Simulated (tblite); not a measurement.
C4H2O3.
SMILES: `O=C1C=CC(=O)O1`

Calculated harmonic vibrations of the isolated species, GFN2-xTB (tblite), most abundant isotopes, no scaling. Against measured fundamentals such values can be off by several per cent, at times by over 20.

Harmonic wavenumbers (cm⁻¹): 147.7, 246.1, 395.4, 550.9, 605.9, 612.7, 691.0, 725.2, 860.4, 878.6, 900.1, 922.8, 964.7, 1029.6, 1168.5, 1210.5, 1630.7, 1812.6, 1837.6, 3155.9, 3171.9.

A = 6921, B = 2483, C = 1827 MHz; mass 98.000 u (most abundant isotopes); point group C2v, symmetry number 2.

Problem. Zero-point energy?

Solution. ½Σν̃ = 11759 cm⁻¹ = 33.62 kcal/mol.

Problem. What is S at 298.15 K and 1 bar for an ideal gas of classical rigid rotors and harmonic oscillators?

Solution. Translation 39.68, rotation 25.35, vibration 8.32: S = 73.4 cal/(mol K).

Problem. And Cp and H(298.15 K) − H(0)?

Solution. Cp = 21.23 cal/(mol K), of which vibrations give 13.28 (their classical limit is 21 R = 41.7); H(298.15 K) − H(0) = 3.95 kcal/mol without the zero-point energy, 1.58 from vibrations.

Problem. Blend soft modes into free rotors: weight 1/[1 + (100 cm⁻¹/ν̃)⁴] for the oscillator and the rest for a rotor with moment μB/(μ + B), μ = h/(8π²ν), B = 10⁻⁴⁴ kg m². What vibrational entropy results?

Solution. 8.29 cal/(mol K) in place of 8.32, which changes −T·S at 298.15 K by +0.01 kcal/mol.

Problem. How do the functions run with temperature in this model?

Solution. 
```tsv
T (K)	S (cal/(mol K))	Cp (cal/(mol K))	H − H(0) (kcal/mol)	G − H(0) (kcal/mol)	ln q(vib)
150	62.1	12.6	1.45	-7.87	0.41
250	69.9	18.4	2.99	-14.48	1.12
400	80.4	26.5	6.39	-25.76	2.50
600	92.6	33.8	12.48	-43.09	4.61
900	107.6	39.7	23.60	-73.21	7.79
```

q(vib) and H(0) count from the zero-point level.

Problem. Which modes carry the vibrational entropy at 298.15 K?

Solution. 147.7 cm⁻¹: 2.70; 246.1 cm⁻¹: 1.76; 395.4 cm⁻¹: 0.98; 550.9 cm⁻¹: 0.54; 605.9 cm⁻¹: 0.44; 612.7 cm⁻¹: 0.43 cal/(mol K); the other 15 give 1.47 together.

Hindered rotation and anharmonicity are outside this model.

Time: 0.13 s of wall time. Hardware: Arm Neoverse V2, one thread, on a shared host. The figure is for the frequency step alone.
